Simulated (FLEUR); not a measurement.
**NaI under changes of volume**

One of the cells (33.899 Å³/atom); the others are scaled copies at fixed shape and fractional positions:

```
I Na
1.0
     0.00000    3.23640    3.23640
     3.23640    0.00000    3.23640
     3.23640    3.23640    0.00000
I Na
1 1
Direct
  0.50000 0.50000 0.50000
  0.00000 0.00000 0.00000
```

- Program: FLEUR MaX-R8.1 (later development tree)
- Functional: PBE
- Potentials or basis: all-electron
- Basis: FLAPW
- Kmax: 3.8 1/bohr
- k mesh: 7 × 7 × 7
- Occupations: fermi-dirac, width 0.05 eV
- Spin: no spin polarisation

```tsv
volume (Å³/atom)	energy over the lowest point (meV/atom)	gap on the mesh (eV)
31.865	?	?
32.543	7.92	3.76
33.221	3.73	3.70
33.899	1.12	3.64
34.577	0.00	3.59
35.255	0.18	3.54
35.933	1.50	3.50
```

Question: What does the run at 31.865 Å³/atom give?

Answer: Energy over the lowest point 13.95 meV/atom; gap on the mesh 3.82 eV.

Worked out: A Birch-Murnaghan fit of order 3 (a polynomial in V^(-2/3)) to the other rows has its minimum at 34.82 Å³/atom with B0 = V·E''(V) = 15.1 GPa and B' = 4.7. It gives 13.95 meV/atom at 31.865 Å³/atom, against the run's 13.95. A straight line through the other rows of the gap, of slope -2.64 eV per unit of ln V (its deformation potential), extrapolates to 3.81 eV, against the run's 3.82.

Energies are extrapolated to zero smearing.

Caveats: spin-orbit coupling is left out, which moves the levels of the heavy elements.
